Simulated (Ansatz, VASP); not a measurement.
# Pd in VASP and in Ansatz

```xyz
1
Lattice="0.0000 1.9465 1.9465 1.9465 0.0000 1.9465 1.9465 1.9465 0.0000" Properties=species:S:1:pos:R:3 pbc="T T T"
Pd    0.0000    0.0000    0.0000
```

Alike in both runs: task single point; functional LDA; k mesh 12 × 12 × 12; occupations fermi-dirac, width 0.05 eV; no spin polarisation.

|  | VASP | Ansatz |
| --- | --- | --- |
| version | VASP 6.6.1 | Ansatz 0.2.0 |
| potentials or method | VASP PAW LDA potentials, release 64 (Pd), cutoff 520 eV | all-electron LAPW, scalar-relativistic |

```tsv
	VASP	Ansatz	Ansatz less VASP
gap on the k mesh at the Fermi level (eV)	none	none	-
pressure (GPa)	-8.4	-8.7	-0.29
```

A gap of «none» marks a metal or a gap that the smearing closes. Ansatz ran all-electron here, so the differences hold the error of VASP's frozen core and of both bases.
